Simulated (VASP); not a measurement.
# TiTe2 in VASP: a series of runs, part 2 of 2

VASP 6.6.1. The steps go on from the part before.

**6. Single point, PBE**

INCAR reads:

```
PREC = Accurate ; ENCUT = 460
EDIFF = 1E-7 ; ISMEAR = 0
SIGMA = 0.05 ; LREAL = F
LASPH = T ; NELM = 120
ALGO = Normal ; ISIF = 2
LWAVE = F ; LCHARG = F
GGA = PE ; NBANDS = 38
LVHAR = T ; LVACPOTAV = T
IDIPOL = 3
```

KPOINTS reads:

```
Automatic mesh
0
Gamma
  7 7 1
```

POSCAR reads:

```
TiTe2
1.0
    3.7770008876      0.0000000000      0.0000000000
   -1.8885004438      3.2709787188      0.0000000000
    0.0000000000      0.0000000000     24.9133488000
Te Ti
4 2
Direct
    0.3333333333      0.6666666666      0.3010434310
    0.6666666667      0.3333333334      0.4381325404
    0.3333333333      0.6666666666      0.5618674596
    0.6666666667      0.3333333334      0.6989565690
    0.0000000000      0.0000000000      0.3695879857
    0.0000000000      0.0000000000      0.6304120143
```

Potentials or basis: VASP PAW PBE potentials, release 64 (Te, Ti_sv).

Command:

```
$ cat potpaw_PBE.64/Te/POTCAR potpaw_PBE.64/Ti_sv/POTCAR > POTCAR
$ mpirun -np 1 vasp_std > vasp.out
```

OUTCAR:

```text
PREC = Accurate
   ENCUT = 460
   EDIFF = 1E-7
   ISMEAR = 0
   LREAL = F
   LASPH = T
   NELM = 120
   ISIF = 2
   GGA = PE

 Found      8 irreducible k-points:

 Following reciprocal coordinates:
            Coordinates               Weight
  0.000000  0.000000  0.000000      1.000000
  0.142857  0.000000  0.000000      6.000000
  0.285714  0.000000  0.000000      6.000000
  0.428571  0.000000  0.000000      6.000000
  0.142857  0.142857  0.000000      6.000000
  0.285714  0.142857  0.000000     12.000000
   k-points           NKPTS =      8   k-points in BZ     NKDIM =      8   number of bands    NBANDS=     38
   number of dos      NEDOS =    301   number of ions     NIONS =      6
   total plane-waves  NPLWV = 141120
   dimension x,y,z NGX =    28 NGY =   28 NGZ =  180
   dimension x,y,z NGXF=    56 NGYF=   56 NGZF=  360
   ions per type =               4   2
   NGX,Y,Z   is equivalent  to a cutoff of  12.32, 12.32, 12.01 a.u.
   NGXF,Y,Z  is equivalent  to a cutoff of  24.65, 24.65, 24.02 a.u.
 SYSTEM =  unknown system
   PREC   = accura    normal or accurate (medium, high low for compatibility)
   ISTART =      0    job   : 0-new  1-cont  2-samecut
   ICHARG =      2    charge: 1-file 2-atom 10-const
   ISPIN  =      1    spin polarized calculation?
   LNONCOLLINEAR =      F non collinear calculations
   LSORBIT =      F    spin-orbit coupling
   LASPH  =      T    aspherical Exc in radial PAW
   ENCUT  =  460.0 eV  33.81 Ry    5.81 a.u.   6.61  6.61 43.57*2*pi/ulx,y,z
   NELM   =    120;   NELMIN=  2; NELMDL= -5     # of ELM steps
   EDIFF  = 0.1E-06   stopping-criterion for ELM
   LREAL  =      F    real-space projection
   EDIFFG = 0.1E-05   stopping-criterion for IOM
   NSW    =      0    number of steps for IOM
   IBRION =     -1    ionic relax: 0-MD 1-quasi-New 2-CG
   NFREE  =      0    steps in history (QN), initial steepest desc. (CG)
   ISIF   =      2    stress and relaxation
   ISYM   =      2    0-nonsym 1-usesym 2-fastsym
   POTIM  = 0.5000    time-step for ionic-motion
   TEBEG  =    0.0;   TEEND  =   0.0 temperature during run
   PSTRESS=    0.0 pullay stress
   NELECT =      48.0000    total number of electrons
   NUPDOWN=      -1.0000    fix difference up-down
   EMIN   =  10.00;   EMAX   =-10.00  energy-range for DOS
   EFERMI =   0.00;   METHOD = LEGACY
   ISMEAR =     0;   SIGMA  =   0.05  broadening in eV -4-tet -1-fermi 0-gaus
   EFERMI_NEDOS =   21; number of points for ismear=-14 and -15
   IALGO  =     38    algorithm
   IMIX   =      4    mixing-type and parameters
     AMIX     =   0.40;   BMIX     =  1.00
     AMIX_MAG =   1.60;   BMIX_MAG =  1.00
  volume/ion in A,a.u.               =      51.30       346.18
  Fermi-wavevector in a.u.,A,eV,Ry     =   0.881190  1.665208 10.564869  0.776496
  Thomas-Fermi vector in A             =   2.001653
   LORBIT       =      0    0 simple, 1 ext, 2 COOP (PROOUT), +10 PAW based schemes
   GGA     = PE    functional components
   LHFCALC =     F    Hartree Fock is set to
   AEXX    =    0.0000 exact exchange contribution
   IVDW    =     0    specifies the selected vdW correction
   LEPSILON=     F    determine dielectric tensor
   LRPA    =     F    only Hartree local field effects (RPA)
 non-spin polarized calculation
 Gauss-broadening in eV      SIGMA  =   0.05
  energy-cutoff  :      460.00
  volume of cell :      307.79
 maximum number of plane-waves:      6975
 NGX is ok and might be reduce to    28
   NGX = 13   NGY = 13   NGZ = 87

 number of electron      48.0000000 magnetization

 Free energy of the ion-electron system (eV)
  ---------------------------------------------------
  ext. energy  EPLUGINS =         0.00000000
  ---------------------------------------------------
  free energy    TOTEN  =       -32.36051442 eV

  energy without entropy =      -32.35641171  energy(sigma->0) =      -32.35846307

 E-fermi :   1.0935     XC(G=0):  -5.6109

 val. band max:        1.0714219466   @ k =   0.1429   0.0000   0.0000
 cond. band min:       1.1896063345   @ k =   0.4286   0.0000   0.0000
 fundamental gap:      0.1181843880
 Fermi energy:         1.0934555508

 k-point     1 :       0.0000    0.0000    0.0000
  band No.  band energies     occupation
      1     -56.3369      2.00000
      2     -56.3369      2.00000
      3     -32.5853      2.00000
      4     -32.5853      2.00000
      5     -32.5853      2.00000
      6     -32.5853      2.00000
[... 28 lines left out ...]
     35       5.4856      0.00000
     36       5.6743      0.00000

 k-point     2 :       0.1429    0.0000    0.0000
  band No.  band energies     occupation
      1     -56.3363      2.00000
      2     -56.3363      2.00000
      3     -32.5931      2.00000
      4     -32.5931      2.00000
      5     -32.5871      2.00000
      6     -32.5871      2.00000
[... 28 lines left out ...]
     35       5.8196      0.00000
     36       5.9731      0.00000

 k-point     3 :       0.2857    0.0000    0.0000
  band No.  band energies     occupation
      1     -56.3350      2.00000
      2     -56.3350      2.00000
      3     -32.6106      2.00000
      4     -32.6106      2.00000
      5     -32.5911      2.00000
      6     -32.5911      2.00000
[... 28 lines left out ...]
     35       6.2370      0.00000
     36       6.3961      0.00000

 k-point     4 :       0.4286    0.0000    0.0000
  band No.  band energies     occupation
      1     -56.3340      2.00000
      2     -56.3340      2.00000
      3     -32.6245      2.00000
      4     -32.6245      2.00000
      5     -32.5943      2.00000
      6     -32.5943      2.00000
[... 28 lines left out ...]
     35       5.5630      0.00000
     36       5.9091      0.00000

 k-point     5 :       0.1429    0.1429    0.0000
  band No.  band energies     occupation
      1     -56.3354      2.00000
      2     -56.3354      2.00000
      3     -32.6046      2.00000
      4     -32.6046      2.00000
      5     -32.5912      2.00000
      6     -32.5912      2.00000
[... 28 lines left out ...]
     35       6.3598      0.00000
     36       6.4286      0.00000

 k-point     6 :       0.2857    0.1429    0.0000
  band No.  band energies     occupation
      1     -56.3342      2.00000
      2     -56.3342      2.00000
      3     -32.6180      2.00000
      4     -32.6180      2.00000
      5     -32.5970      2.00000
      6     -32.5970      2.00000
[... 28 lines left out ...]
     35       6.3411      0.00000
     36       6.6076      0.00000

 [... further k-points ...]

 [bands above 36 left out]

------------------------ aborting loop because EDIFF is reached ----------------------------------------

 dipolmoment           0.000000      0.000000      0.000000 electrons x Angstroem

  FORCE on cell =-STRESS in cart. coord.  units (eV):
  Direction    XX          YY          ZZ          XY          YZ          ZX
  --------------------------------------------------------------------------------------
  -------------------------------------------------------------------------------------
  Total        0.5204763      0.5204763      1.4581626      0.0000000     -0.0000000      0.0000000
  in kB        2.7092846      2.7092846      7.5903122      0.0000000     -0.0000000      0.0000000
  external PRESSURE =       4.3362938 kB  Pullay stress =       0.0000000 kB

 VOLUME and BASIS-vectors are now :
 -----------------------------------------------------------------------------
  energy-cutoff  :      460.00
  volume of cell :      307.79
      direct lattice vectors                 reciprocal lattice vectors
     3.777000888  0.000000000  0.000000000     0.264760330  0.152859448  0.000000000
    -1.888500444  3.270978719  0.000000000     0.000000000  0.305718895  0.000000000
     0.000000000  0.000000000 24.913348800     0.000000000  0.000000000  0.040139124

 POSITION                                       TOTAL-FORCE (eV/Angst)
 -----------------------------------------------------------------------------------
     -0.00000      2.18065      7.50000         0.000000      0.000000     -0.229772
      1.88850      1.09033     10.91535         0.000000      0.000000     -0.015818
     -0.00000      2.18065     13.99800        -0.000000     -0.000000      0.015818
      1.88850      1.09033     17.41335        -0.000000      0.000000      0.229772
      0.00000      0.00000      9.20767         0.000000      0.000000      0.124892
      0.00000      0.00000     15.70567        -0.000000     -0.000000     -0.124892
 -----------------------------------------------------------------------------------
    total drift:                               -0.000000     -0.000000     -0.000000

  FREE ENERGIE OF THE ION-ELECTRON SYSTEM (eV)
  ---------------------------------------------------
  free  energy   TOTEN  =       -32.3605144191 eV

  energy  without entropy=      -32.3564117147  energy(sigma->0) =      -32.35846307
```

Run time: 2.1 min. Hardware: 1 thread of Intel Xeon Platinum 8488C (Sapphire Rapids), shared host; peak memory 0.37 GiB.

The run converged, but some of its settings lie outside the range that counts as converged, so its numbers aren't taken as properties of the slab.

What came out:

* Free energy: -32.3605 eV
* Largest force: 0.230 eV/Å
* Band gap on the k mesh: none (metal or under the smearing width)
